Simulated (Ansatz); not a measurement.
**AlNi (WC type): how the settings move a single-point run**

Question: which choices in the input matter for AlNi (WC type)?

Method: reference: DFT, PBE, PAW with Ansatz's default frozen-core files, scalar-relativistic, in Ansatz 0.2.0.

## 1. Starting point

The structure is hexagonal, space group P-6m2 (No. 187). The conventional cell has a = 2.625 Å, b = 2.625 Å, c = 3.712 Å, α = 90.00°, β = 90.00°, γ = 120.00°. Ni (site symmetry -6m2) is surrounded by 6 Al at 2.40 Å and 6 Ni at 2.63 Å. Al (site symmetry -6m2) is surrounded by 6 Ni at 2.40 Å and 6 Al at 2.63 Å.

Structure file:

```cif
data_structure
_symmetry_space_group_name_H-M 'P-6m2'
_symmetry_Int_Tables_number 187
_cell_length_a 2.6253
_cell_length_b 2.6253
_cell_length_c 3.7119
_cell_angle_alpha 90.000
_cell_angle_beta 90.000
_cell_angle_gamma 120.000
_cell_volume 22.16
loop_
_atom_site_label
_atom_site_type_symbol
_atom_site_symmetry_multiplicity
_atom_site_Wyckoff_symbol
_atom_site_fract_x
_atom_site_fract_y
_atom_site_fract_z
_atom_site_occupancy
Ni1 Ni 1 a 0.00000 0.00000 0.00000 1
Al1 Al 1 d 0.33333 0.66667 0.50000 1
```

## 2. Baseline

input.yaml

```yaml
crystal:
  lattice:
    - [2.6252984938, 0.0, 0.0]
    - [-1.3126492469, 2.2735751882, 0.0]
    - [0.0, 0.0, 3.7118905218]
  atoms:
    - { symbol: Ni, position: [0.0, 0.0, 0.0] }
    - { symbol: Al, position: [0.3333333333, 0.6666666667, 0.5] }
kpoints:
  mp_grid: { grid: [15, 15, 13] }
scf:
  occupations: { method: fermi_dirac, width: 0.08 }
hamiltonian:
  xc: pbe
  pseudopotentials: { kind: paw, partial_waves: polarizable }
output:
  forces: true
  stress: true
  eigenvalues: true
```

Started as:

```
> ansatz run input.yaml --threads 1 --pin off --max-ram 2048MiB --backend cpu --events-out ev --progress --plain --runs-dir out
```

From the output:

```text
[...]
Basis set: ecut = 420 eV, 427 PW (Γ), exchange–correlation on 36×36×50 points (8 copies of the dense FFT grid, shifted against one another)
[...]
k-points: 189 of 2925 (time reversal used)
[...]
SCF iter   1: F=—  HF=-6377.963477 eV  |F-HF|=—  |Δ(HF+E_count)|=         —  Δρ=5.77e-3  dr2=2.83e-3  ethr=1.77e-3  ⟨swp⟩=5.3  Hψ=13518  notcnv=0
preconditioner: auto → none  [metal: Δε(μ)=0.017 eV  Ē_g=10.151 eV  σ=0.080 eV  W_gap=0.05  n_scr=2 (ndim 8)  ℏωp=28.4 eV  f_vac=0.000  D(μ)=0.73/eV (n_scr^D=2)  sad-step TF]
SCF iter   2: F=—  HF=-6377.963249 eV  |F-HF|=—  |Δ(HF+E_count)|=   2.28e-4  Δρ=2.23e-3  dr2=4.36e-4  ethr=1.35e-5  ⟨swp⟩=2.2  Hψ=5855  notcnv=0
[...]
SCF iter   5: F=-6377.963225 eV  HF=-6377.963225 eV  |F-HF|=9.73e-9  |Δ(HF+E_count)|=   1.67e-7  Δρ=1.86e-5  dr2=2.52e-8  ethr=2.01e-9  ⟨swp⟩=2.4  Hψ=4449  notcnv=0
SCF iter   6: F=-6377.963225 eV  HF=-6377.963225 eV  |F-HF|=9.48e-10  |Δ(HF+E_count)|=   1.62e-8  Δρ=2.66e-6  dr2=8.33e-10  ethr=1.20e-10  ⟨swp⟩=2.9  Hψ=10073  notcnv=0
[...]
SCF converged after 6 iterations
Free energy (F): -6377.963225 eV
[...]
E sigma→0 (E₀):  -6377.955470 eV
[...]
Fermi energy:    15.220216 eV
[...]
  P = ⅓ Tr σ = 24.0558 GPa (240.558 kbar)
[...]
```

It took 5.7 s on 1 thread of Arm Neoverse V1, shared host; peak memory 0.39 GiB.

## 3. Changing settings: dr2_threshold 1.0e-06

Edit input.yaml of step 2 so:

```diff
@@ -12,2 +12,3 @@
   occupations: { method: fermi_dirac, width: 0.08 }
+  convergence: { dr2_threshold: 1.0e-06 }
 hamiltonian:
@@ -19 +20,5 @@
   eigenvalues: true
+  write_density: true
+  write_potential: true
+  elf: true
+  volumetric_format: npy
```

Started as:

```
> ansatz run input.yaml --threads 1 --pin off --max-ram 2048MiB --backend cpu --events-out ev --progress --plain --runs-dir out
```

Log (excerpt; [...] marks lines left out):

```text
Warning: scf.convergence.dr2_threshold = 1e-6 eV is looser than this run's default, which is 1e-7 eV or tighter. The error in the forces grows as the threshold's square root, so leave the key out unless less accurate forces are enough
Warning: output.stress: scf.convergence.dr2_threshold = 1e-6 eV is looser than the 2e-10 eV advised for a printed stress (1e-10 eV for each atom of the cell: 2). What an SCF threshold leaves in a stress goes as its square root, and in the free energy as the threshold itself, and one [...]
Pseudopotentials: kind: paw
Pseudopotential: Ni, paw, valence charge 18, recommended cutoff 420 eV (normal)
Pseudopotential: Al, paw, valence charge 3, recommended cutoff 420 eV (normal)
Functional definition: PBE
[...]
Crystal: 2 atoms, lattice volume = 22.156 Å³
Basis set: ecut = 420 eV, 427 PW (Γ), exchange–correlation on 36×36×50 points (8 copies of the dense FFT grid, shifted against one another)
Bands: 15, of which v1, the nominal top of the filled ones, is band 11 counted from 1 (10 counted from 0)
Symmetry: 12 space group operations
Space group: P-6m2 (ITA 187), of the structure as read, at distance tolerance 2.8e-5 Å
k-points: 189 of 2925 (time reversal used)
[...]
Partial waves of Al: polarizable
Partial waves of Ni: polarizable
SCF iter   1: F=—  HF=-6377.963477 eV  |F-HF|=—  |Δ(HF+E_count)|=         —  Δρ=5.77e-3  dr2=2.83e-3  ethr=1.77e-3  ⟨swp⟩=5.3  Hψ=13518  notcnv=0
[...]
SCF iter   6: F=-6377.963225 eV  HF=-6377.963225 eV  |F-HF|=6.47e-10  |Δ(HF+E_count)|=   1.58e-8  Δρ=2.26e-6  dr2=5.85e-10  ethr=1.23e-10  ⟨swp⟩=5.9  Hψ=16125  notcnv=0
[...]
SCF converged after 6 iterations
Free energy (F): -6377.963225 eV
[...]
E sigma→0 (E₀):  -6377.955470 eV
Entropy (-TS):   -0.015508 eV (-7.754 meV/atom)
Fermi energy:    15.220214 eV
[...]
--- Forces (eV/Å), atoms counted from 1 ---
  atom   1  Ni     0.00000000     0.00000000     0.00000000
  atom   2  Al     0.00000000    -0.00000000     0.00000000
[...]
--- Stress (GPa, compression-positive) ---
       24.085457       0.000000       0.000000
        0.000000      24.085457       0.000000
        0.000000       0.000000      23.996439
  P = ⅓ Tr σ = 24.0558 GPa (240.558 kbar)
--- Band table (eV; the first three rows and the last of 189) ---
  k-point 0: bands = ["-88.1648", "-48.7890", "-48.4177", "-48.4177", "3.4500", "10.9764", "13.1702", "13.1702", "13.3709", "13.7060", "13.7060", "18.3474", "28.8456", "28.8456", "31.4662"]
[...]
```

It took 7.7 s on 1 thread of Arm Neoverse V1, shared host; peak memory 0.38 GiB.

Energy and cycle count are those of the reference, so the change (convergence setting) left the result and the number of cycles as they were.

## 4. Comparison

```tsv
run	ending	energy change	pressure (GPa)	gap (eV)	force (eV/Å)	cycles	time
reference	converged	0	24.1	0.00	0.00	6	5.7 s
1: dr2_threshold 1.0e-06	converged	0.0 meV/atom	24.1	0.00	0.00	6	7.7 s
```

Times don't compare one to one where runs were asked for different outputs or read a saved state (see the inputs); cycles may leave out searches for a lower state.

Residual by cycle in the longest SCF loop of each run; runs are numbered as in the table. The quantity is the density residual dr2, in eV.

```tsv
cycle	reference	run 1
1	0.00283	0.00283
2	4.4e-4	4.4e-4
3	1.5e-5	1.5e-5
4	4.2e-7	4.0e-7
5	2.5e-8	2.6e-8
6	8.3e-10	5.9e-10
```

**Reading.** Energy and cycle count are those of the reference, so the change (convergence setting) left the result and the number of cycles as they were. The structure is not at rest: the sound run finds 24 GPa, so these are no properties of the relaxed crystal. 
